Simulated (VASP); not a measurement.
# BaF2 (Frankdicksonite) (Fm-3m) in VASP: settings compared

One crystal, BaF2 (Frankdicksonite), is run at these levels: LDA, PBE; tasks: relaxation of cell and atoms.

Program: VASP 6.6.1. These are calculated values, not measurements. Logs are shortened: lines on timing, memory, paths and dates and some standing lists are left out, and cuts for length are marked.

**1. Starting point**

The structure is cubic, space group Fm-3m (No. 225). Conventional cell: a = 6.085 Å, b = 6.085 Å, c = 6.085 Å, α = 90.00°, β = 90.00°, γ = 90.00°. Around Ba (site symmetry m-3m) lie 8 F at 2.64 Å. F (site symmetry -43m) has 4 Ba at 2.64 Å as nearest neighbours.

**2. Relaxation of cell and atoms, LDA**

File INCAR:

```
SYSTEM = BaF2
ALGO     = Normal         ! electronic algorithm
EDIFF    = 1E-7           ! SCF threshold, eV
EDIFFG   = -0.005         ! ionic threshold
ENCUT    = 600            ! plane-wave cutoff, eV
GGA      = CA             ! functional
IBRION   = 2              ! ionic algorithm
ISIF     = 3              ! what is computed and relaxed
ISMEAR   = 0              ! smearing method
KPAR     = 2            
LASPH    = .TRUE.         ! aspherical terms in the spheres
LCHARG   = .FALSE.        ! write CHGCAR
LREAL    = .FALSE.        ! projectors in reciprocal space
LWAVE    = .FALSE.        ! write WAVECAR
NELM     = 80             ! most SCF steps
NSW      = 90             ! ionic steps
PREC     = Accurate       ! precision mode
SIGMA    = 0.03           ! smearing width, eV
```

File KPOINTS:

```
k-points
0
G
  8 8 8
  0 0 0
```

File POSCAR:

```
BaF2                                    
1.0
   -0.0000000000      3.0427078163      3.0427078163
    3.0427078163     -0.0000000000      3.0427078163
    3.0427078163      3.0427078163     -0.0000000000
  Ba              F             
     1     2
Direct
     0.0000000000000000    0.0000000000000000    0.0000000000000000
     0.2500000000000000    0.2500000000000000    0.2500000000000000
     0.7500000000000000    0.7500000000000000    0.7500000000000000
```

Potentials or basis: VASP PAW LDA potentials, release 64 (Ba_sv, F).

Started as:

```sh
cat potpaw_LDA.64/Ba_sv/POTCAR potpaw_LDA.64/F/POTCAR > POTCAR
mpirun -np 2 vasp_std > vasp.out
```

OUTCAR:

```text
SYSTEM = BaF2
   EDIFF = 1E-7
   EDIFFG = -0.005
   ENCUT = 600
   GGA = CA
   IBRION = 2
   ISIF = 3
   ISMEAR = 0
   LASPH = .TRUE.
   LREAL = .FALSE.
   NELM = 80
   NSW = 90
   PREC = Accurate

 ion  position               nearest neighbor table
   1  0.000  0.000  0.000-   3 2.64   3 2.64   3 2.64   2 2.64   3 2.64   2 2.64   2 2.64   2 2.64

   2  0.250  0.250  0.250-   1 2.64   1 2.64   1 2.64   1 2.64
   3  0.750  0.750  0.750-   1 2.64   1 2.64   1 2.64   1 2.64

  LATTYP: Found a face centered cubic cell.
 ALAT       =     6.0854156326

  Lattice vectors:

 A1 = (   0.0000000000,   3.0427078163,   3.0427078163)
 A2 = (   3.0427078163,   0.0000000000,   3.0427078163)
 A3 = (   3.0427078163,   3.0427078163,   0.0000000000)

Analysis of symmetry for initial positions (statically):
=====================================================================
 Subroutine PRICEL returns:
 Original cell was already a primitive cell.

 Routine SETGRP: Setting up the symmetry group for a
 face centered cubic supercell.

 Subroutine GETGRP returns: Found 48 space group operations
 (whereof 48 operations were pure point group operations)
 out of a pool of 48 trial point group operations.

The static configuration has the point symmetry O_h .

Analysis of symmetry for dynamics (positions and initial velocities):
=====================================================================
 Subroutine PRICEL returns:
 Original cell was already a primitive cell.

 Routine SETGRP: Setting up the symmetry group for a
 face centered cubic supercell.

 Subroutine GETGRP returns: Found 48 space group operations
 (whereof 48 operations were pure point group operations)
 out of a pool of 48 trial point group operations.

The dynamic configuration has the point symmetry O_h .

 Subroutine INISYM returns: Found 48 space group operations
 (whereof 48 operations are pure point group operations),
 and found     1 'primitive' translations

----------------------------------------------------------------------------------------

                                     Primitive cell

  volume of cell :      56.3392

  direct lattice vectors                    reciprocal lattice vectors
[... 147 lines left out ...]
  -------------------------------------------------------------------------------------
  Total        0.0210542      0.0210542      0.0210542     -0.0000000      0.0000000      0.0000000
  in kB        0.5987407      0.5987407      0.5987407     -0.0000000      0.0000000      0.0000000
  external PRESSURE =       0.5987407 kB  Pullay stress =       0.0000000 kB

 VOLUME and BASIS-vectors are now :
 -----------------------------------------------------------------------------
  energy-cutoff  :      600.00
  volume of cell :       56.34
      direct lattice vectors                 reciprocal lattice vectors
     0.000000000  3.042707816  3.042707816    -0.164327313  0.164327313  0.164327313
     3.042707816  0.000000000  3.042707816     0.164327313 -0.164327313  0.164327313
     3.042707816  3.042707816  0.000000000     0.164327313  0.164327313 -0.164327313

 POSITION                                       TOTAL-FORCE (eV/Angst)
 -----------------------------------------------------------------------------------
      0.00000      0.00000      0.00000         0.000000      0.000000     -0.000000
      1.52135      1.52135      1.52135        -0.000000      0.000000      0.000000
      4.56406      4.56406      4.56406         0.000000     -0.000000     -0.000000
 -----------------------------------------------------------------------------------
    total drift:                                0.000000      0.000000      0.000000

  FREE ENERGIE OF THE ION-ELECTRON SYSTEM (eV)
  ---------------------------------------------------
  free  energy   TOTEN  =       -18.6297117959 eV

  energy  without entropy=      -18.6297117959  energy(sigma->0) =      -18.62971180

--------------------------------------- Ionic step        2  -------------------------------------------

 number of electron      23.9999989 magnetization

 Free energy of the ion-electron system (eV)
  ---------------------------------------------------
  ext. energy  EPLUGINS =         0.00000000
  ---------------------------------------------------
  free energy    TOTEN  =       -18.62971874 eV

  energy without entropy =      -18.62971874  energy(sigma->0) =      -18.62971874

 E-fermi :  -2.0032     XC(G=0):  -9.5885

 val. band max:       -2.2173831093   @ k =  -0.2500   0.2500   0.0000
 cond. band min:       4.3894512935   @ k =   0.0000   0.0000   0.0000
 fundamental gap:      6.6068344028
 Fermi energy:        -2.0031884088

 k-point     1 :       0.0000    0.0000    0.0000
  band No.  band energies     occupation
      1     -25.0314      2.00000
      2     -20.8187      2.00000
      3     -20.7011      2.00000
      4      -9.8074      2.00000
      5      -9.8074      2.00000
      6      -9.8074      2.00000
[... 433 lines left out ...]
      3     -21.0006      2.00000
      4     -10.1930      2.00000
      5      -9.9867      2.00000
      6      -9.9836      2.00000
[... 8 lines left out ...]
     15       7.4900      0.00000
     16       8.2482      0.00000

 [... further k-points ...]
[... 5 lines left out ...]
  --------------------------------------------------------------------------------------
  -------------------------------------------------------------------------------------
  Total       -0.0031936     -0.0031936     -0.0031936     -0.0000000      0.0000000     -0.0000000
  in kB       -0.0907282     -0.0907282     -0.0907282     -0.0000000      0.0000000     -0.0000000
  external PRESSURE =      -0.0907282 kB  Pullay stress =       0.0000000 kB

 VOLUME and BASIS-vectors are now :
 -----------------------------------------------------------------------------
  energy-cutoff  :      600.00
  volume of cell :       56.40
      direct lattice vectors                 reciprocal lattice vectors
    -0.000000000  3.043737987  3.043737987    -0.164271696  0.164271696  0.164271696
     3.043737987  0.000000000  3.043737987     0.164271696 -0.164271696  0.164271696
     3.043737987  3.043737987 -0.000000000     0.164271696  0.164271696 -0.164271696

 POSITION                                       TOTAL-FORCE (eV/Angst)
 -----------------------------------------------------------------------------------
      3.04374      3.04374      6.08748         0.000000     -0.000000      0.000000
      1.52187      1.52187      1.52187        -0.000000      0.000000     -0.000000
      4.56561      4.56561      4.56561         0.000000     -0.000000      0.000000
 -----------------------------------------------------------------------------------
    total drift:                                0.000000      0.000000      0.000000

  FREE ENERGIE OF THE ION-ELECTRON SYSTEM (eV)
  ---------------------------------------------------
  free  energy   TOTEN  =       -18.6297187430 eV

  energy  without entropy=      -18.6297187430  energy(sigma->0) =      -18.62971874

 reached required accuracy - stopping structural energy minimisation
```

OSZICAR:

```text
N       E                     dE             d eps       ncg     rms          rms(c)
DAV:   1     0.165800342618E+03    0.16580E+03   -0.14559E+04   928   0.159E+03
[... 13 lines left out ...]
   1 F= -.18629712E+02 E0= -.18629712E+02  d E =-.186297E+02
       N       E                     dE             d eps       ncg     rms          rms(c)
DAV:   1    -0.186299552614E+02   -0.24347E-03   -0.50437E-03   928   0.645E-01    0.124E-01
DAV:   2    -0.186297401704E+02    0.21509E-03   -0.13257E-03   928   0.276E-01    0.204E-02
DAV:   3    -0.186297231815E+02    0.16989E-04   -0.44381E-05   976   0.618E-02    0.120E-02
DAV:   4    -0.186297186837E+02    0.44978E-05   -0.25407E-05  1384   0.343E-02    0.383E-03
DAV:   5    -0.186297187430E+02   -0.59270E-07   -0.78178E-07  1016   0.725E-03
   2 F= -.18629719E+02 E0= -.18629719E+02  d E =-.694712E-05
```

Wall time 21 s (2 MPI ranks of Intel Xeon Platinum 8488C (Sapphire Rapids), shared host); peak memory 0.17 GiB.

What came out:

- Free energy: -18.6297 eV
- Relaxed volume: 18.80 Å³/atom
- Relaxed cell: a = 4.304 Å, b = 4.304 Å, c = 4.304 Å, α = 60.00°, β = 60.00°, γ = 60.00°
- Space group after relaxing (to 0.05 Å): Fm-3m (No. 225)
- Energy gained by relaxing: 0.0 meV/atom
- Ionic steps: 2
- Pressure after relaxing: 0.0 GPa
- Band gap on the k mesh: 6.61 eV, indirect (least direct gap 6.73 eV)

Final structure:
```yaml
crystal:
  lattice:
    - [0.00000, 3.04374, 3.04374]
    - [3.04374, 0.00000, 3.04374]
    - [3.04374, 3.04374, 0.00000]
  atoms:
    - { symbol: Ba, position: [0.00000, 0.00000, 0.00000] }
    - { symbol: F, position: [0.25000, 0.25000, 0.25000] }
    - { symbol: F, position: [0.75000, 0.75000, 0.75000] }
```

Levels at points of the mesh, in eV from the valence-band top:
```tsv
k point	band 10	band 11	band 12	band 13	band 14	band 15
(0.00, 0.00, 0.00)	-0.13	-0.13	-0.13	6.61	9.26	9.26
(0.50, 0.00, 0.00)	-0.37	-0.18	-0.18	9.26	9.26	9.27
(0.50, 0.50, 0.00)	-0.30	-0.30	-0.21	7.07	9.15	10.97
```

Caveat: spin-orbit coupling is left out, which moves the levels of the heavy elements.

**3. Relaxation of cell and atoms, PBE**

This run uses another cell than the first one, of 19.86 Å³/atom, 1.058 times its volume.

File INCAR:

```
PREC = Accurate
ENCUT = 600
EDIFF = 1E-6
ISMEAR = 0
SIGMA = 0.03
LREAL = False
LASPH = True
NELM = 80
ALGO = Normal
ISIF = 3
LWAVE = False
LCHARG = False
GGA = PE
IBRION = 2
NSW = 90
EDIFFG = -0.01
KPAR = 2
```

File KPOINTS:

```
regular mesh
0
Gamma
  8 8 8
```

File POSCAR:

```
BaF2
1.0
    0.0000000000      3.1000500000      3.1000500000
    3.1000500000      0.0000000000      3.1000500000
    3.1000500000      3.1000500000      0.0000000000
Ba F
1 2
Direct
    0.0000000000      0.0000000000      0.0000000000
    0.2500000000      0.2500000000      0.2500000000
    0.7500000000      0.7500000000      0.7500000000
```

Potentials or basis: VASP PAW PBE potentials, release 64 (Ba_sv, F).

Started as:

```sh
cat potpaw_PBE.64/Ba_sv/POTCAR potpaw_PBE.64/F/POTCAR > POTCAR
mpirun -np 2 vasp_std > vasp.out
```

Run time: 37 s. Hardware: 2 MPI ranks of Intel Xeon Platinum 8488C (Sapphire Rapids), shared host; peak memory 0.22 GiB.

The run converged. Its results:

| Property | Result |
| --- | --- |
| Free energy | -17.1290 eV |
| Relaxed volume | 20.65 Å³/atom |
| Relaxed cell | a = 4.442 Å, b = 4.442 Å, c = 4.442 Å, α = 60.00°, β = 60.00°, γ = 60.00° |
| Space group after relaxing (to 0.05 Å) | Fm-3m (No. 225) |
| Energy gained by relaxing | 5.4 meV/atom |
| Ionic steps | 3 |
| Pressure after relaxing | 0.0 GPa |
| Band gap on the k mesh | 6.60 eV, indirect (least direct gap 6.65 eV) |

Step by step:
| step | energy change (eV) | largest force (eV/Å) | pressure (GPa) | volume (Å³) |
| --- | --- | --- | --- | --- |
| 1 | 0.0000 | 0.0000 | 2.30 | 59.58 |
| 2 | -0.0162 | 0.0000 | -0.10 | 62.07 |
| 3 | -0.0162 | 0.0000 | 0.00 | 61.95 |

Final structure:
```yaml
crystal:
  lattice:
    - [0.00000, 3.14062, 3.14062]
    - [3.14062, 0.00000, 3.14062]
    - [3.14062, 3.14062, 0.00000]
  atoms:
    - { symbol: Ba, position: [0.00000, 0.00000, 0.00000] }
    - { symbol: F, position: [0.25000, 0.25000, 0.25000] }
    - { symbol: F, position: [0.75000, 0.75000, 0.75000] }
```

Levels at points of the mesh, in eV from the valence-band top:
| k point | band 9 | band 10 | band 11 | band 12 | band 13 | band 14 | band 15 | band 16 |
| --- | --- | --- | --- | --- | --- | --- | --- | --- |
| (0.00, 0.00, 0.00) | -1.38 | -0.06 | -0.06 | -0.06 | 6.60 | 9.04 | 9.04 | 11.08 |
| (0.50, 0.00, 0.00) | -0.62 | -0.34 | -0.17 | -0.17 | 8.87 | 9.02 | 9.02 | 9.63 |
| (0.50, 0.50, 0.00) | -0.35 | -0.31 | -0.31 | -0.09 | 7.17 | 8.80 | 10.43 | 11.63 |

Caveat: spin-orbit coupling is left out, which moves the levels of the heavy elements.

**4. Relaxation of cell and atoms, PBE**

This run uses another cell than the first one, of 20.65 Å³/atom, 1.100 times its volume.

INCAR, as its differences from that of step 3:

```diff
@@ -2,3 +2,3 @@
 ENCUT = 600
-EDIFF = 1E-6
+EDIFF = 1E-7
 ISMEAR = 0
@@ -15,3 +15,3 @@
 NSW = 90
-EDIFFG = -0.01
+EDIFFG = -0.005
 KPAR = 2
```

KPOINTS is that of step 3.

File POSCAR:

```
BaF2                                    
1.0
    0.0000000000      3.1406202251      3.1406202251
    3.1406202251      0.0000000000      3.1406202251
    3.1406202251      3.1406202251     -0.0000000000
  Ba              F             
     1     2
Direct
     0.0000000000000000    0.0000000000000000    0.0000000000000000
     0.2500000000000000    0.2500000000000000    0.2500000000000000
     0.7500000000000000    0.7500000000000000    0.7500000000000000
```

Started as:

```sh
cat potpaw_PBE.64/Ba_sv/POTCAR potpaw_PBE.64/F/POTCAR > POTCAR
mpirun -np 2 vasp_std > vasp.out
```

Run time: 17 s. Hardware: 2 MPI ranks of Intel Xeon Platinum 8488C (Sapphire Rapids), shared host; peak memory 0.21 GiB.

The run converged. Its results:

```yaml
Free_energy: -17.1329 eV
Pressure_after_relaxing: 0.0 GPa
Band_gap_on_the_k_mesh: 6.60 eV, indirect (least direct gap 6.65 eV)
```

Final structure:
```yaml
crystal:
  lattice:
    - [0.00000, 3.14062, 3.14062]
    - [3.14062, 0.00000, 3.14062]
    - [3.14062, 3.14062, 0.00000]
  atoms:
    - { symbol: Ba, position: [0.00000, 0.00000, 0.00000] }
    - { symbol: F, position: [0.25000, 0.25000, 0.25000] }
    - { symbol: F, position: [0.75000, 0.75000, 0.75000] }
```

Levels at points of the mesh, in eV from the valence-band top:
| k point | band 10 | band 11 | band 12 | band 13 | band 14 | band 15 |
| --- | --- | --- | --- | --- | --- | --- |
| (0.00, 0.00, 0.00) | -0.06 | -0.06 | -0.06 | 6.60 | 9.04 | 9.04 |
| (0.50, 0.00, 0.00) | -0.34 | -0.17 | -0.17 | 8.87 | 9.02 | 9.02 |
| (0.50, 0.50, 0.00) | -0.31 | -0.31 | -0.09 | 7.17 | 8.80 | 10.43 |

Caveat: the relaxation stopped at its first step, so nothing moved; spin-orbit coupling is left out, which moves the levels of the heavy elements.
